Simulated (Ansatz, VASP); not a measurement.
## TePb in VASP and in Ansatz

Contents of INCAR:

```
SYSTEM = TePb
  PREC = Accurate
  ENCUT = 520
  EDIFF = 1E-7
  ISMEAR = -1
  SIGMA = 0.05
  LREAL = .False.
  LASPH = .True.
  NELM = 80
  ALGO = Normal
  ISIF = 2
  LWAVE = .False.
  LCHARG = .False.
  GGA = PE
  NBANDS = 17
```

Contents of KPOINTS:

```
regular mesh
0
Gamma
  7 7 7
  0 0 0
```

The input POSCAR:

```
TePb
1.0
    4.0022870000      0.0000000000      0.0000000000
    0.0000000000      4.0022870000      0.0000000000
    0.0000000000      0.0000000000      4.0022870000
Pb Te
1 1
Direct
    0.0000000000      0.0000000000      0.0000000000
    0.5000000000      0.5000000000      0.5000000000
```

input.yaml

```yaml
crystal:
  lattice:
    - [4.002287, 0.0, 0.0]
    - [0.0, 4.002287, 0.0]
    - [0.0, 0.0, 4.002287]
  atoms:
    - { symbol: Pb, position: [0.0, 0.0, 0.0] }
    - { symbol: Te, position: [0.5, 0.5, 0.5] }
hamiltonian:
  xc: pbe
  pseudopotentials: { kind: paw }
kpoints:
  mp_grid: { grid: [7, 7, 7] }
scf:
  occupations: { method: fermi_dirac, width: 0.05 }
output:
  forces: true
  stress: true
  eigenvalues: true
```

Measurements of this composition are mostly on another form, of space group No. 225.

Alike in both runs: task single point; functional PBE; k mesh 7 × 7 × 7; occupations fermi-dirac, width 0.05 eV; no spin polarisation.

```csv
,VASP,Ansatz
version,VASP 6.6.1,Ansatz 0.2.0
potentials or method,"VASP PAW PBE potentials, release 64 (Pb_d, Te)",Ansatz PAW
plane-wave cutoff (eV),520,420
valence electrons in the cell,20,30
```

|  | VASP | Ansatz | Ansatz less VASP |
| --- | --- | --- | --- |
| gap on the k mesh at the Fermi level (eV) | none | none | - |
| pressure (GPa) | 0.0 | 0.0 | +0.04 |

A gap of «none» marks a metal or a gap that the smearing closes. The two sets of potentials don't hold the same shells in valence.

The runs have no spin-orbit coupling, so splittings on Pb, Te are missing.
